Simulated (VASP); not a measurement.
## TiCo: single point with PBE

TiCo:

```
Co Ti
1.0
     2.98611    0.00000    0.00000
     0.00000    2.98611    0.00000
     0.00000    0.00000    2.98611
Co Ti
1 1
Direct
  0.50000 0.50000 0.50000
  0.00000 0.00000 0.00000
```

The cell comes from a database or a generator and needn't be the stable form of this composition.

```yaml
Program: VASP 6.6.1
Task: single point
Functional: PBE
Potentials_or_basis: VASP PAW PBE potentials, release 64 (Co_GW, Ti_sv_GW)
Cutoff: 550 eV
k_mesh: 9 × 9 × 9
Occupations: gaussian, width 0.1 eV
Spin: collinear spin, ferromagnetic start
Starting_moments: "[2.0, 1.0] μB"
```

```
Pressure                                              : -2.0 GPa
Band gap on the k mesh                                : none (metal or under the smearing width)
Net moment                                            : 0.81 μB per cell
Site moments                                          : Co +0.88; Ti -0.02 μB
Valence electrons inside the program's atomic spheres : Co 8.23; Ti 9.89
```

Levels at points of the mesh, in eV from the Fermi level:
Spin up:
```
           k point  band 8  band 9  band 10  band 11  band 12  band 13  band 14  band 15
(0.00, 0.00, 0.00)   -1.88   -1.88    -1.88     0.47     0.47     2.66     2.66     2.66
```
Spin down:
```csv
k point,band 8,band 9,band 10,band 11,band 12,band 13
"(0.00, 0.00, 0.00)",-1.36,-1.36,-1.36,1.00,1.00,2.75
```

It took 73 s on 1 thread of AMD EPYC 7R43 64-Core Processor (Zen 3) (shared host), peak memory 0.14 GiB.
